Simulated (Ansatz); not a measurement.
Ansatz 0.2.0, vacancy hop by nudged elastic band: Se

The command:

```bash
ansatz run input.yaml --threads 4 --pin off --max-ram 8192MiB --backend cpu --events-out ev --progress --plain --runs-dir out
```

Input:

```yaml
crystal:
  lattice:
    - [8.62926856, -5.2e-06, 0.0]
    - [-4.31462978, 7.47316838, 0.0]
    - [0.0, 0.0, 9.806764]
  atoms:
    - { symbol: Se, position: [0.11153809, 0.0018225, 0.08637844] }
    - { symbol: Se, position: [-0.00126032, 0.10682679, 0.41433933] }
    - { symbol: Se, position: [0.39447339, 0.39270964, 0.25090178] }
    - { symbol: Se, position: [0.10812815, 0.00116261, 0.58415366] }
    - { symbol: Se, position: [0.0006775, 0.10924429, 0.91464577] }
    - { symbol: Se, position: [0.39215347, 0.39315994, 0.7480512] }
    - { symbol: Se, position: [0.10533959, 0.49969734, 0.08348112] }
    - { symbol: Se, position: [0.39580704, 0.8914745, 0.2467136] }
    - { symbol: Se, position: [0.10933583, 0.50270931, 0.58372362] }
    - { symbol: Se, position: [-4.146e-05, 0.60960457, 0.91482205] }
    - { symbol: Se, position: [0.3921451, 0.89427665, 0.74745594] }
    - { symbol: Se, position: [0.60742958, 0.00543403, 0.08038704] }
    - { symbol: Se, position: [0.50336138, 0.10997605, 0.4173041] }
    - { symbol: Se, position: [0.89342407, 0.39182285, 0.24834888] }
    - { symbol: Se, position: [0.60941144, 0.00172471, 0.58312994] }
    - { symbol: Se, position: [0.50236193, 0.11072589, 0.91455171] }
    - { symbol: Se, position: [0.88821002, 0.39233479, 0.74833839] }
    - { symbol: Se, position: [0.60744538, 0.49660148, 0.08127992] }
    - { symbol: Se, position: [0.49989059, 0.60938583, 0.41649205] }
    - { symbol: Se, position: [0.88935026, 0.8925741, 0.2500306] }
    - { symbol: Se, position: [0.60696019, 0.49898096, 0.58424455] }
    - { symbol: Se, position: [0.50063119, 0.60772888, 0.91777604] }
    - { symbol: Se, position: [0.89013023, 0.89026474, 0.74486576] }
kpoints:
  mp_grid: { grid: [2, 2, 2] }
magnetization:
  spin_polarized: false
scf:
  occupations: { method: fermi_dirac, width: 0.05 }
hamiltonian:
  pseudopotentials: { kind: paw }
  xc: pbe
basis:
  ecutwfc: 420
neb:
  images: 3
  relax_end_points: true
  climbing: true
  f_tol: 0.1
  max_iterations: 40
  order_check: false
  final_atoms:
    - { symbol: Se, position: [0.11153809, 0.0018225, 0.08637844] }
    - { symbol: Se, position: [-0.00126032, 0.10682679, 0.41433933] }
    - { symbol: Se, position: [0.39447339, 0.39270964, 0.25090178] }
    - { symbol: Se, position: [0.10812815, 0.00116261, 0.58415366] }
    - { symbol: Se, position: [0.0006775, 0.10924429, 0.91464577] }
    - { symbol: Se, position: [0.39215347, 0.39315994, 0.7480512] }
    - { symbol: Se, position: [0.10533959, 0.49969734, 0.08348112] }
    - { symbol: Se, position: [0.39580704, 0.8914745, 0.2467136] }
    - { symbol: Se, position: [-0.00235506, 0.60478903, 0.41636551] }
    - { symbol: Se, position: [-4.146e-05, 0.60960457, 0.91482205] }
    - { symbol: Se, position: [0.3921451, 0.89427665, 0.74745594] }
    - { symbol: Se, position: [0.60742958, 0.00543403, 0.08038704] }
    - { symbol: Se, position: [0.50336138, 0.10997605, 0.4173041] }
    - { symbol: Se, position: [0.89342407, 0.39182285, 0.24834888] }
    - { symbol: Se, position: [0.60941144, 0.00172471, 0.58312994] }
    - { symbol: Se, position: [0.50236193, 0.11072589, 0.91455171] }
    - { symbol: Se, position: [0.88821002, 0.39233479, 0.74833839] }
    - { symbol: Se, position: [0.60744538, 0.49660148, 0.08127992] }
    - { symbol: Se, position: [0.49989059, 0.60938583, 0.41649205] }
    - { symbol: Se, position: [0.88935026, 0.8925741, 0.2500306] }
    - { symbol: Se, position: [0.60696019, 0.49898096, 0.58424455] }
    - { symbol: Se, position: [0.50063119, 0.60772888, 0.91777604] }
    - { symbol: Se, position: [0.89013023, 0.89026474, 0.74486576] }
```

Origin of the cell: a database entry, scaled a little.

The cell is 2×2×2 cells of Se with one Se taken out; atom 9 (Se) hops into the empty site, 2.29 Å away before the end points are relaxed. All atoms were shaken by about 0.02 Å first.

Output (shortened):

```
SCF iter   1: F=—  HF=-125785.858765 eV  Δρ=1.99e-3  dr2=3.47e-2  defer=17
SCF iter   2: F=—  HF=-125785.862911 eV  Δρ=9.08e-4  dr2=1.29e-2  defer=219
SCF iter   3: F=—  HF=-125785.859477 eV  Δρ=4.27e-4  dr2=2.82e-3  defer=219
[… 4 lines left out …]
SCF iter   8: F=—  HF=-125785.858725 eV  Δρ=1.35e-5  dr2=3.15e-6  defer=219
SCF iter   9: F=—  HF=-125785.858724 eV  Δρ=4.94e-6  dr2=3.65e-7  defer=219
SCF iter  10: F=-125785.858724 eV  HF=-125785.858724 eV  Δρ=1.66e-6  dr2=3.21e-8
NEB iter   1: max|band force component| = 3.678e-1 eV/Å  barrier→ = 0.2549 eV  barrier← = 0.2549 eV  CI = image 2  Δτ_max = 0.1967 Å  (53 SCF iters)
NEB iter   2: max|band force component| = 1.959e-1 eV/Å  barrier→ = 0.2595 eV  barrier← = 0.2595 eV  CI = image 2  Δτ_max = 0.1234 Å  (27 SCF iters)
NEB iter   3: max|band force component| = 1.771e-1 eV/Å  barrier→ = 0.2305 eV  barrier← = 0.2305 eV  CI = image 2  Δτ_max = 0.0439 Å  (29 SCF iters)
NEB iter   4: max|band force component| = 1.687e-1 eV/Å  barrier→ = 0.2244 eV  barrier← = 0.2244 eV  CI = image 2  Δτ_max = 0.0152 Å  (25 SCF iters)
NEB iter   5: max|band force component| = 1.561e-1 eV/Å  barrier→ = 0.2232 eV  barrier← = 0.2232 eV  CI = image 2  Δτ_max = 0.0745 Å  (20 SCF iters)
NEB iter   6: max|band force component| = 1.453e-1 eV/Å  barrier→ = 0.2226 eV  barrier← = 0.2226 eV  CI = image 2  Δτ_max = 0.0383 Å  (23 SCF iters)
NEB iter   7: max|band force component| = 8.561e-2 eV/Å  barrier→ = 0.2218 eV  barrier← = 0.2218 eV  CI = image 2  Δτ_max = 0.0000 Å  (23 SCF iters)
--- NEB band (5 images, 7 band iterations, 200 SCF iterations, 157 more in tests of the images' electronic states and relaxations of end points) ---
  forward barrier  = 0.221808 eV
  backward barrier = 0.221837 eV
  lagrangian_above_aufbau_ev (what the smearing adds, to first order; not taken off the barriers): saddle image -0.042816 eV, end points -0.018685 and -0.017999 eV
  climbing image's point = of an order that was not read
  energies are F+E_penalty+E_count in eV, relative to image 0
  image     s (Å)  Δ vs image 0  max|band force component| (eV/Å)
      0    0.0000      0.000000                                 —
      1    0.5011      0.061220                          8.198e-2
  *   2    1.0022      0.221808                          6.891e-2
      3    1.5021      0.063066                          8.561e-2
      4    2.0019     -0.000029                                 —
```

The converged band:

```tsv
image	path over all atoms (Å)	ΔF (eV)	Se x	y	z (Å)
0	0.00	0.000	-1.33	3.74	5.38
1	0.50	0.061	-1.61	3.85	5.07
2	1.00	0.222	-1.96	4.09	4.89
3	1.50	0.063	-2.34	4.26	4.72
4	2.00	0.000	-2.58	4.45	4.42
```

Highest image (2), forces in eV/Å:

```xyz
23
Lattice="8.629 0.000 0.000 -4.315 7.473 0.000 0.000 0.000 9.807" Properties=species:S:1:pos:R:3:forces:R:3 pbc="T T T" image=2
Se    0.958    0.013    0.797   -0.005    0.014   -0.014
Se   -0.506    0.935    4.080    0.002    0.004    0.006
Se    1.677    2.856    2.455    0.006    0.001    0.004
Se    1.011    0.014    5.702    0.000   -0.005    0.007
Se   -0.574    0.923    8.972    0.006   -0.011    0.005
Se    1.650    2.878    7.302   -0.010   -0.001    0.012
Se   -1.221    3.716    0.916    0.013    0.019   -0.068
Se   -0.570    6.628    2.455   -0.007    0.017    0.013
Se   -1.958    4.087    4.893    0.002   -0.004    0.002
Se   -2.651    4.543    8.871    0.009    0.026    0.069
Se   -0.452    6.559    7.340    0.015    0.003   -0.018
Se    5.305    0.022    0.840    0.021   -0.004    0.019
Se    3.778    0.900    4.106   -0.016   -0.010   -0.040
Se    6.019    2.929    2.735   -0.029   -0.012    0.024
Se    5.358   -0.013    5.690   -0.001   -0.021    0.031
Se    3.833    0.871    8.955   -0.015    0.019   -0.027
Se    5.994    2.946    7.050    0.005   -0.031   -0.026
Se    3.239    3.705    0.813   -0.011    0.000   -0.002
Se    1.657    4.622    4.083   -0.004   -0.003   -0.004
Se    3.818    6.608    2.483    0.004   -0.012   -0.009
Se    3.213    3.769    5.705    0.002    0.005   -0.003
Se    1.684    4.576    8.989    0.013    0.003    0.016
Se    3.787    6.620    7.329   -0.003    0.004    0.001
```

Barrier of this path: 0.22 eV forwards, 0.22 eV backwards, after 7 band iterations.

Caveats: the k mesh is coarse if the cell is a metal; a small cell with a neutral vacancy and no spin, whose shape can make like sites unlike; the cell is held at a rescaled volume, and strain moves barriers; the hop was drawn among near neighbours and need not be the easiest path; few images and a loose tolerance, and neither the top nor the ends were tested for their order.

It ran for 720 s of wall time on 4 CPU thread(s) of a shared host, from the program's own first density.
